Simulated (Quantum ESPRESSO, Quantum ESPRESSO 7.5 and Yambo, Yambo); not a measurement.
# How the form of the self-energy moves the gap of AgBr (Fm-3m)

Wanted: the gap of AgBr (Fm-3m) under several approximations, with cost.

Calculated with Quantum ESPRESSO 7.5 and Yambo 5.3.0; PBE and many-body steps on it, plane waves.

The database entry behind the starting cell differs from later determinations by our own check (about 0.6 % short of the room-temperature cell), so it need not match the best structure at ambient conditions.

## (1) The starting structure

Symmetry: Fm-3m, No. 225, cubic system. Conventional cell: a = 5.740 Å, b = 5.740 Å, c = 5.740 Å, α = 90.00°, β = 90.00°, γ = 90.00°. Nearest to Ag lie 6 Br at 2.87 Å. Br has 6 Ag at 2.87 Å nearest. Farther neighbours and most contacts between anions are not listed.

The cell and positions come from the Crystallography Open Database and are kept as given unless a step says otherwise.

## (2) Empty states on the mesh, 4×4×4 mesh, 316 bands

This step: Quantum ESPRESSO 7.5; DFT, PBE, plane waves, norm-conserving pseudopotentials.

The sums over transitions need many empty states on a uniform mesh; this step solves for them.

pw.in reads:

```
&control
  calculation = 'nscf'
  prefix = 'x'
  outdir = 'o'
  pseudo_dir = 'pseudo'
/
&system
  ibrav = 0
  nat = 2
  ntyp = 2
  ecutwfc = 74.0
  nbnd = 316
  force_symmorphic = .true.
/
&electrons
  conv_thr = 1e-9
  electron_maxstep = 80
  diago_full_acc = .true.
  diago_thr_init = 5e-6
/
ATOMIC_SPECIES
  Ag 107.87 Ag.upf
  Br 79.904 Br.upf
CELL_PARAMETERS angstrom
  -0.0000000000 2.8701500000 2.8701500000
  2.8701500000 0.0000000000 2.8701500000
  2.8701500000 2.8701500000 0.0000000000
ATOMIC_POSITIONS crystal
  Ag 0.0000000000 0.0000000000 0.0000000000
  Br 0.5000000000 0.5000000000 0.5000000000
K_POINTS automatic
  4 4 4 0 0 0
```

Command:

```console
$ OMP_NUM_THREADS=1 mpirun -n 4 pw.x -nk 4 -in pw.in > pw.out
```

The program printed:

```text
Program PWSCF v.7.5 starts

     This program is part of the open-source Quantum ESPRESSO suite
     for quantum simulation of materials; please cite
         "P. Giannozzi et al., J. Phys.:Condens. Matter 21 395502 (2009);
         "P. Giannozzi et al., J. Phys.:Condens. Matter 29 465901 (2017);
         "P. Giannozzi et al., J. Chem. Phys. 152 154105 (2020);
     in publications or presentations arising from this work. More details at

     Atomic positions and unit cell read from directory:
     o/x.save/

     Message from routine setup:
[...]
67.7576  69.4947  69.4947  71.0535  74.0803  74.0803  75.3069  76.0115
     [... 28 further rows ...]
   194.6614 195.0688 196.2971 196.2971 196.5424 197.3470 197.3470 197.4728
   198.0389 198.0389 198.0511 198.3452

          k = 0.3536 0.0000 0.0000 (  3479 PWs)   bands (ev):

     [... further k-points ...]

     highest occupied, lowest unoccupied level (ev):     8.2447    8.9169

     XML data file, pseudopotentials, collected wavefunctions

=------------------------------------------------------------------------------=
   JOB DONE.
=------------------------------------------------------------------------------=
```

The job ended after 31 s (4 MPI ranks of Arm Neoverse V1, shared host; peak memory 0.6 GiB; 2 min of CPU time).

Numbers from this step:

| Property | Result |
| --- | --- |
| gap | 0.6721 eV |
| k of the valence top | 0, 0, -0.5 |
| k of the conduction bottom | 0, 0, 0 |
| least direct gap | 2.604 eV |
| k points computed | 8 |
| lowest point of the top converged band, above the valence top | 188.1953 eV |

On this mesh the gap is 0.672 eV.

The density comes from a self-consistent run that is not shown.

## (3) Conversion and set-up

This step: Yambo 5.3.0; conversion and set-up on PBE, plane waves, norm-conserving pseudopotentials.

The states are converted to the many-body program's format and the q mesh is built.

Command:

```console
$ (cd o/x.save; p2y > p2y.log; mv SAVE ../..); yambo > setup.log
```

The program printed:

```text
 Yambo, version 5.3.0

 [02] CORE Variables Setup
 =========================

  [02.01] Unit cells
  ==================

  Cell kind             :  FCC
  Atoms in the cell     :  Ag  Br
  number of Ag atoms    :  1
  number of Br atoms    :  1

  List of atomic masses
  Mass of Ag    :  107.8700
  Mass of Br    :  79.90400

  List of atomic coordinates    : [cc]
  Ag1       :  0.000000  0.000000  0.000000  order 1
  Br1       :  5.423797  5.423797  5.423797  order 2

  Alat factors          :  5.423797  5.423797  5.423797 [a.u.]
  Direct lattice volume :  319.1100 [a.u.]
[...]
==========================================

 IBZ Q-points                                      :   8
 BZ  Q-points                                      :   64

 K/Q-points units:
 rlu = crystal or reduced units; cc = cartesian coordinates; iku = interal k-units

 Q [1]          [rlu]:  0.000000  0.000000  0.000000
 Q [2]          [rlu]:  0.11377E-17  0.11377E-17  0.25000
 Q [3]          [rlu]: -0.22755E-17 -0.22755E-17 -0.50000
[...]
Q [7]          [rlu]:  0.22019E-17 -0.50000     -0.50000
 Q [8]          [rlu]:  0.250000 -0.500000 -0.250000

  [03.01] X indexes
  =================

   [03.01.01] Sigma indexes
   ========================

 [06] Game Over & Game summary
```

It took 2.5 s on 1 MPI rank; peak memory 0.25 GiB.

## (4) G0W0, Godby-Needs plasmon pole

G0W0 replaces the xc potential by the self-energy, built once from these orbitals. Only a window of levels is corrected, while the sums run over the empty bands that the input names.

This step: G0W0 on PBE, plane waves, norm-conserving pseudopotentials.

gw2.in reads:

```
HF_and_locXC
gw0
dyson
ppa
em1d
rim_cut
RandQpts= 1000000
RandGvec= 1 RL
EXXRLvcs= 74 Ry
VXCRLvcs= 296 Ry
Chimod= "HARTREE"
% BndsRnXp
 1 | 136 |
%
NGsBlkXp= 10.5 Ry
% LongDrXp
 1 | 1 | 1 |
%
% GbndRnge
 1 | 136 |
%
DysSolver= "n"
ExtendOut
PPAPntXp= 27.21138 eV
% QPkrange
 3 | 3 | 12 | 15 |
 1 | 1 | 12 | 15 |
%
```

Command:

```console
$ OMP_NUM_THREADS=1 mpirun -n 4 yambo -F gw2.in -J gw2 -C gw2 > gw2.log
```

The program printed:

```text
 Yambo, version 5.3.0

 [02] CORE Variables Setup
 =========================

  [... cell, symmetries and grids as in the set-up ...]

  [02.05] Energies & Occupations
  ==============================

  [X] === General ===
  [X] Electronic Temperature                        :  0.000000  0.000000 [eV K]
  [X] Bosonic    Temperature                        :  0.000000  0.000000 [eV K]
  [X] Finite Temperature mode                       : no
  [X] El. density                                   :  0.54983E+24 [cm-3]
  [X] Fermi Level                                   :  8.244730 [eV]

  [X] === Gaps and Widths ===
  [X] Conduction Band Min                           :  0.672137 [eV]
  [X] Valence Band Max                              :  0.000000 [eV]
  [X] Filled Bands                                  :  13
  [X] Empty Bands                                   :   14  316
  [X] Direct Gap                                    :  2.604052 [eV]
  [X] Direct Gap localized at k                     :  1
  [X] Indirect Gap                                  :  0.672137 [eV]
  [X] Indirect Gap between kpts                     :  3  1
  [X] Last valence band width                       :  2.284236 [eV]
  [X] 1st conduction band width                     :  4.310377 [eV]

 [03] Transferred momenta grid and indexing
 ==========================================

 IBZ Q-points                                      :   8
 BZ  Q-points                                      :   64

 K/Q-points units:
 rlu = crystal or reduced units; cc = cartesian coordinates; iku = interal k-units

 Q [1]          [rlu]:  0.000000  0.000000  0.000000
 Q [2]          [rlu]:  0.11377E-17  0.11377E-17  0.25000
 Q [3]          [rlu]: -0.22755E-17 -0.22755E-17 -0.50000
 Q [4]          [rlu]: -0.11010E-17  0.25000      0.25000
 Q [5]          [rlu]:  0.15016E-16  0.25000      0.50000
 Q [6]          [rlu]: -0.22755E-17  0.25000     -0.25000
 Q [7]          [rlu]:  0.22019E-17 -0.50000     -0.50000
 Q [8]          [rlu]:  0.250000 -0.500000 -0.250000

 [04] Coloumb potential Random Integration (RIM)
 ===============================================

  [04.01] RIM initialization
  ==========================

  * Diagonal components only detected *

  8 x (sBL volume)        :  0.097165 [a.u.]
  sBZ random points       :  1000000
  Points outside the sBZ  :   7968281
  RL volume               :  0.777319 [a.u.]
  Integrated volume       :  0.780413 [a.u.]

  [04.02] RIM integrals
  =====================

  Gamma point sphere radius             :  0.083391 [a.u.]
  Points outside the sphere             :   800476
  [Int_sBZ(q=0) 1/q^2]*(Vol_sBZ)^(-1/3) =:  7.776341
                                 should be <:  7.795600

  Summary of Coulomb integrals for non-metallic bands |Q|[au] RIM/Bare

  Q [1] 0.100000E-4 0.997530 * Q [2] 0.250811 1.068455
  Q [4] 0.289612 1.066792 * Q [6] 0.409573 1.029758
  Q [5] 0.480267 1.022667 * Q [3] 0.501623 1.020719
  Q [7] 0.579224 1.017590 * Q [8] 0.647592 1.014588

 [WARNING] [Xp] User bands 1-136 break level degeneracy

 [05] Dipoles
 ============

  [05.01] Setup: observables and procedures
  =========================================

 [06] Dynamic Dielectric Matrix (PPA)
 ====================================

 [WR./gw2//ndb.pp]---------------------------------------------------------------
  Brillouin Zone Q/K grids (IBZ/BZ)                :    8   64    8   64
  RL vectors                                       :   4279 [WF]
  Coulomb cutoff potential                         : none
  Electronic Temperature                           :  0.000000 [K]
  Bosonic    Temperature                           :  0.000000 [K]
  PPA    diel. fun.  energies                      : Perdew, Burke & Ernzerhof(X)+Perdew, Burke & Ernzerhof(C)
  wavefunctions                                    : Perdew, Burke & Ernzerhof(X)+Perdew, Burke & Ernzerhof(C)
  Global Gauge                                     : length
  X matrix size                                    :  181
  X band range                                     :    1  136
  X e/h energy range                               : -1.000000 -1.000000 [eV]
  X Time ordering                                  : R
  X Hxc Kernel                                     : HARTREE
  X Drude frequency                                :  0.000000  0.000000
  X poles                                          :  100.0000 [o/o]
  RL vectors in the sum                            :   4279
  [r,Vnl] included                                 : yes
  Field direction                                  :  0.577350E-5  0.577350E-5  0.577350E-5
  BZ energy Double Grid                            : no
  BZ energy DbGd points                            : 0
  BZ Q point size factor                           : -1.000000
  X Optical Averaged directions                    : none

 [07] Local Exchange-Correlation + Non-Local Fock
 ================================================

 [VXC] Plane waves :  27317
 [EXS] Plane waves :   3527

 QP @ state[ 1 ] K range:  1  1
 QP @ state[ 1 ] b range:  12  15
 QP @ state[ 2 ] K range:  3  3
 QP @ state[ 2 ] b range:  12  15

 [xc] Functional : Perdew, Burke & Ernzerhof(X)+Perdew, Burke & Ernzerhof(C)
 [xc] LIBXC used to calculate xc functional
  PP Number of Atomic Species                      :  2
  NLCC RL compoments                               :  27317
  PP Number of Atomic Species                      :  2
  NLCC RL compoments                               :  27317

 [xc] E_xc :  -16.63987 [Ha]
      E_xc :  -33.27974 [Ry]

  Local XC kind (lXC) : Perdew, Burke & Ernzerhof(X)+Perdew, Burke & Ernzerhof(C)
  Non-Local XC kind (nlXC) : Hartree-Fock

  Corrections @ K [1] :  [eV]
 <12|nlXC|12> = -16.64842  0.21474E-16 <12|lXC|12> = -13.22152 -0.11801E-16
 <13|nlXC|13> = -16.64838  0.14495E-16 <13|lXC|13> = -13.22152 -0.18882E-15
 <14|nlXC|14> = -6.572430 -0.27635E-17 <14|lXC|14> = -10.60462  0.99809E-19
 <15|nlXC|15> = -6.577354 -0.89557E-20 <15|lXC|15> = -11.43058  0.47210E-16

  Corrections @ K [3] :  [eV]
 <12|nlXC|12> = -24.02059 -0.65125E-17 <12|lXC|12> = -19.82563  0.47205E-16
 <13|nlXC|13> = -24.02059 -0.20069E-16 <13|lXC|13> = -19.82563  0.33045E-15
 <14|nlXC|14> = -4.814695 -0.24213E-17 <14|lXC|14> = -8.807985  0.94403E-16
 <15|nlXC|15> = -7.304298 -0.26806E-18 <15|lXC|15> = -13.32792  0.76763E-16

 [08] Dyson equation: Newton solver
 ==================================

  [08.01] G0W0 (W PPA)
  ====================

  [  GW  ] Bands range     :    1  136
  [GW/PPA] G damping       :  0.100000 [eV]

  QP @ state[ 1 ] K range:  1  1
  QP @ state[ 1 ] b range:  12  15
  QP @ state[ 2 ] K range:  3  3
  QP @ state[ 2 ] b range:  12  15

   Sc/G bands                                       :    1  136
   Sc/G damping                                     :  0.100000 ev
   Sc bands terminator                              : no
   Sx RL components                                 :   3527

   QP @ state[ 1 ] K range                          :  1  1
   QP @ state[ 1 ] b range                          :  12  15
   QP @ state[ 2 ] K range                          :  3  3
   QP @ state[ 2 ] b range                          :  12  15
   GF energies kind                                 : Perdew, Burke & Ernzerhof(X)+Perdew, Burke & Ernzerhof(C)
   GF WF`s kind                                     : Perdew, Burke & Ernzerhof(X)+Perdew, Burke & Ernzerhof(C)
   Xs energies kind                                 : Perdew, Burke & Ernzerhof(X)+Perdew, Burke & Ernzerhof(C)
   Xs WF`s kind                                     : Perdew, Burke & Ernzerhof(X)+Perdew, Burke & Ernzerhof(C)

 [11] Game Over & Game summary
```

Run time: 80 s. Hardware: 4 MPI ranks; peak memory 1.6 GiB; 5.3 min of CPU time.

Numbers from this step:

```yaml
g0w0_gap_on_the_points_computed: 1.629 eV
starting_gap_on_the_mesh: 0.6721 eV
k_of_the_valence_top: 0, 0, -0.5
k_of_the_conduction_bottom: 0, 0, 0
least_direct_g0w0_gap_on_the_computed_points: 3.756 eV
z_at_the_valence_top: 0.8001
z_at_the_conduction_bottom: 0.8273
```

The gap on the mesh goes from 0.67 eV to 1.63 eV, a correction of +0.96 eV.

(Continued in part 2 of 2.)

[Paths, hosts, dates, memory and timing lines, banners, echoed tables and standing remarks are left out of the program output.]

[Logs are printed without paths, hosts, clocks, repeated set-up lines and the standing remarks that a program may print on its own settings, such as how far it seeks lower states.]

[Runs of the session that timed out or met a known fault of the program may be left out.]

[Hosts, paths, dates, database ids (printed as entryN), source tags and the programs' standing remarks are cut or masked in the printed files.]
